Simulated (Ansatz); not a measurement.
**Calculated with Ansatz: MoS$_{2}$, relaxation**

Input:

```yaml
crystal:
  lattice:
    - [1.57453337, 0.90905385, 6.12872165]
    - [-1.57453337, 0.90905385, 6.12872165]
    - [0.0, -1.81811767, 6.12872165]
  atoms:
    - { symbol: Mo, position: [0.0, 0.0, 0.0] }
    - { symbol: S, position: [0.25, 0.25, 0.25] }
    - { symbol: S, position: [0.417, 0.417, 0.417] }
  symmetry: { tolerance: 0.0003 }
kpoints:
  mp_grid: { grid: [8, 8, 8], shift: [0, 0, 0] }
magnetization:
  spin_polarized: false
scf:
  occupations: { method: fermi_dirac, width: 0.0368 }
  lower_state_search: "off"
hamiltonian:
  pseudopotentials: { kind: paw }
  xc: r2scan
basis:
  ecutwfc: 500
  fft_grid_basis: typed
relax:
  max_steps: 60
  cell: { p_target: 0.0 }
  f_tol: 0.03
output:
  forces: true
  stress: true
  eigenvalues: true
  bader: true
  populations: true
  elf: true
  write_potential: true
  volumetric_format: npy
  dos:
    e_range: [-12, 8]
    de: 0.05
    projected: { site_lists: { Mo: [Mo], S: [S] } }
  write_density: true
checkpoint:
  read: saved_state
```

Launch command:

```bash
ansatz run input.yaml --threads 2 --pin off --max-ram 3584MiB --backend cpu --events-out ev --progress --plain --runs-dir out
```

Origin of the cell: a database entry, scaled a little.

The saved state is a converged single point of the same cell.

Steps («new basis» is an SCF on plane waves selected anew at the same cell):

```json
{"step": "1", "ΔF (meV/atom)": "0.0", "max force component (eV/Å)": "0.548", "P (GPa)": "5.97", "volume (Å³)": "52.63", "SCF iterations": "6", "step was": "accepted"}
{"step": "2", "ΔF (meV/atom)": "-8.8", "max force component (eV/Å)": "0.251", "P (GPa)": "-0.99", "volume (Å³)": "57.67", "SCF iterations": "9", "step was": "accepted"}
{"step": "3", "ΔF (meV/atom)": "-14.6", "max force component (eV/Å)": "0.044", "P (GPa)": "-0.01", "volume (Å³)": "56.59", "SCF iterations": "8", "step was": "accepted"}
{"step": "4", "ΔF (meV/atom)": "-14.8", "max force component (eV/Å)": "0.003", "P (GPa)": "0.08", "volume (Å³)": "56.68", "SCF iterations": "5", "step was": "accepted"}
{"step": "5", "ΔF (meV/atom)": "-14.8", "max force component (eV/Å)": "0.005", "P (GPa)": "0.04", "volume (Å³)": "56.89", "SCF iterations": "6", "step was": "accepted"}
{"step": "6", "ΔF (meV/atom)": "-14.8", "max force component (eV/Å)": "0.002", "P (GPa)": "0.01", "volume (Å³)": "57.07", "SCF iterations": "10", "step was": "accepted"}
{"step": "7", "ΔF (meV/atom)": "-15.2", "max force component (eV/Å)": "0.002", "P (GPa)": "0.01", "volume (Å³)": "57.07", "SCF iterations": "8", "step was": "new basis"}
```

Before:

Space group R3m (No. 160); the run's cell has a = 6.393 Å, b = 6.393 Å, c = 6.393 Å, α = 28.52°, β = 28.52°, γ = 28.52°. Shortest distances: Mo–S 2.38 Å, S–S 3.07 Å, Mo–Mo 3.15 Å.

After:

Space group R3m (No. 160); the run's cell has a = 6.752 Å, b = 6.752 Å, c = 6.752 Å, α = 27.29°, β = 27.29°, γ = 27.29°. Shortest distances: Mo–S 2.41 Å, S–S 3.10 Å, Mo–Mo 3.18 Å.

```
CELL_PARAMETERS angstrom
1.59250 0.91943 6.49630
-1.59250 0.91943 6.49630
0.00000 -1.83886 6.49630
ATOMIC_POSITIONS crystal
Mo 0.00011 0.00011 0.00011
S 0.25379 0.25379 0.25379
S 0.41310 0.41310 0.41310
```

| Property | Result |
| --- | --- |
| Free energy lowered by | 15.2 meV/atom |
| Volume change | 8.43 % |
| Final pressure | 0.01 GPa |
| Relaxation steps listed | 7 |

Caveats: the relaxation held the start's symmetry, so the end may be a saddle point.

The run took 71 s on 2 threads of Arm Neoverse V2 (shared host), peak memory 1 GiB, from a saved density.
